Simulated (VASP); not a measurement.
# Na2S: single point with PBEsol

Crystal: Na2S.

```
Na S
1.0
     0.00000    3.25164    3.25164
     3.25164    0.00000    3.25164
     3.25164    3.25164    0.00000
Na S
2 1
Direct
  0.25000 0.25000 0.25000
  0.75000 0.75000 0.75000
  0.00000 0.00000 0.00000
```

The cell comes from a database or a generator and needn't be the stable form of this composition.

| Property | Result |
| --- | --- |
| Program | VASP 6.6.1 |
| Task | single point |
| Functional | PBEsol |
| Potentials or basis | VASP PAW PBE potentials, release 64 (Na_pv, S_h) |
| Cutoff | 900 eV |
| k mesh | 8 × 8 × 8 |
| Occupations | gaussian, width 0.02 eV |
| Spin | no spin polarisation |

```
Pressure               : 0.1 GPa
Band gap on the k mesh : 2.42 eV, direct
```

Levels at points of the mesh, in eV from the valence-band top:
```csv
k point,band 8,band 9,band 10,band 11,band 12,band 13
"(0.00, 0.00, 0.00)",0.00,0.00,0.00,2.42,7.71,7.71
"(0.50, 0.00, 0.00)",-1.71,-0.14,-0.14,4.78,6.38,7.09
"(0.50, 0.50, 0.00)",-1.52,-0.47,-0.47,3.70,5.99,8.54
```

Run time: 60 s on 1 thread of Intel(R) Xeon(R) Platinum 8488C (Sapphire Rapids) (shared host), peak memory 0.32 GiB.

Caveat: the PAW data sets were made with another functional, which shifts forces and pressure a little. A k mesh can miss the band edges.
